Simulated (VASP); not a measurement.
**HfO2: single point with r2SCAN**

Crystal: HfO2.

```xyz
12
Lattice="5.2467 0.0000 0.0000 0.0000 5.0305 0.0000 0.0000 0.0000 5.0594" Properties=species:S:1:pos:R:3 pbc="T T T"
Hf    0.1705    1.3433    1.2197
Hf    2.4528    1.3433    3.7494
Hf    2.7939    3.6872    1.2197
Hf    5.0762    3.6872    3.7494
O     1.9258    0.3522    1.9265
O     0.6976    0.3522    4.4562
O     3.8415    2.3197    2.4850
O     4.0286    2.3197    5.0147
O     1.4052    2.7109    5.0147
O     1.2181    2.7109    2.4850
O     4.5491    4.6783    1.9265
O     3.3209    4.6783    4.4562
```

Measurements of this composition are mostly on another form, of space group No. 14.

```json
{"Program": "VASP 6.6.1", "Task": "single point", "Functional": "r2SCAN", "Potentials or basis": "VASP PAW PBE potentials, release 64 (Hf_pv, O)", "Cutoff": "520 eV", "k mesh": "6 × 6 × 6", "Occupations": "gaussian, width 0.02 eV", "Spin": "no spin polarisation", "Dipole correction": "no", "Further INCAR settings": "ALGO = Normal; EDIFF = 1e-07; NBANDS = 56"}
```

```
Pressure               : -3.6 GPa
Largest force          : 0.067 eV/Å
Band gap on the k mesh : 4.91 eV, indirect (least direct gap 5.14 eV)
```

Forces in eV/Å, atoms in the order of the input:
```
Hf   0.048 -0.019 -0.043
Hf  -0.048 -0.019 -0.043
Hf   0.048  0.019 -0.043
Hf  -0.048  0.019 -0.043
O   -0.019 -0.017  0.011
O    0.019 -0.017  0.011
O   -0.027  0.037  0.031
O    0.027  0.037  0.031
O    0.027 -0.037  0.031
O   -0.027 -0.037  0.031
O   -0.019  0.017  0.011
O    0.019  0.017  0.011
```

Stress tensor (GPa, compression positive):
```
-3.60  0.00  0.00
 0.00 -3.62  0.00
 0.00  0.00 -3.45
```

Levels at points of the mesh, in eV from the valence-band top:
| k point | band 41 | band 42 | band 43 | band 44 | band 45 | band 46 | band 47 | band 48 |
| --- | --- | --- | --- | --- | --- | --- | --- | --- |
| (0.00, 0.00, 0.00) | -0.73 | -0.23 | -0.10 | 0.00 | 5.41 | 5.66 | 5.78 | 6.17 |
| (0.50, 0.00, 0.00) | -0.71 | -0.71 | -0.41 | -0.41 | 5.68 | 5.68 | 6.08 | 6.08 |
| (0.00, 0.50, 0.00) | -0.83 | -0.44 | -0.18 | -0.13 | 5.00 | 5.38 | 5.45 | 6.07 |
| (0.50, 0.50, 0.00) | -0.68 | -0.68 | -0.48 | -0.48 | 5.17 | 5.17 | 5.60 | 5.60 |
| (0.00, 0.00, 0.50) | -0.38 | -0.38 | -0.27 | -0.27 | 5.12 | 5.12 | 5.78 | 5.78 |
| (0.50, 0.00, 0.50) | -0.71 | -0.71 | -0.71 | -0.71 | 5.65 | 5.65 | 5.65 | 5.65 |
| (0.00, 0.50, 0.50) | -1.02 | -1.02 | -0.37 | -0.37 | 5.02 | 5.02 | 5.40 | 5.40 |
| (0.50, 0.50, 0.50) | -0.86 | -0.86 | -0.86 | -0.86 | 5.15 | 5.15 | 5.15 | 5.15 |

Run time: 49 min on 1 thread of AMD EPYC 7R43 64-Core Processor (Zen 3) (shared host), peak memory 0.46 GiB.

Caveat: the PAW data sets were made with another functional, which shifts forces and pressure a little; spin-orbit coupling is left out, which moves the levels of the heavy elements. A k mesh can miss the band edges.
